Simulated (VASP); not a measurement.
Runs of VASP 6.6.1 on Hg. All rows change the cell; the cell of one of them follows. It takes space group P6_3/mmc (No. 194, hexagonal). The conventional cell has a = 3.486 Å, b = 3.486 Å, c = 5.281 Å, α = 90.00°, β = 90.00°, γ = 120.00°. Around Hg (site symmetry -6m2) lie 12 Hg at 3.32 to 3.49 Å. 

| cell | further INCAR settings | gap on the mesh (eV) | pressure (GPa) |
| --- | --- | --- | --- |
| volume 27.780 Å^3 an atom, c/a of the conventional cell 1.5150 | ALGO = Fast; EDIFF = 1e-07; NBANDS = 19 | none | -0.8 |
| volume 24.693 Å^3 an atom, c/a of the conventional cell 1.7086 | ALGO = Fast; EDIFF = 1e-06; NBANDS = 19 | none | (a) |
| volume 26.751 Å^3 an atom, c/a of the conventional cell 1.5150 | ALGO = Fast; EDIFF = 1e-06; NBANDS = 19 | none | -0.4 |
| volume 27.780 Å^3 an atom, c/a of the conventional cell 1.4554 | ALGO = Fast; EDIFF = 1e-06; NBANDS = 19 | none | -0.8 |

Alike in all rows: task single point; level PBE+D3(BJ); potentials or basis VASP PAW PBE potentials, release 64 (Hg); no spin polarisation; k mesh 18 × 18 × 10; cutoff (eV) 520; smearing gaussian 0.15 eV.

Estimate the missing entries.

(a) 0.9.

Caveats: pairwise dispersion overbinds metals, which lowers pressure and volume.

A k mesh can miss the band edges, and the runs leave out spin-orbit coupling on Hg.

A gap of «none» marks a metal or a gap under the smearing width.
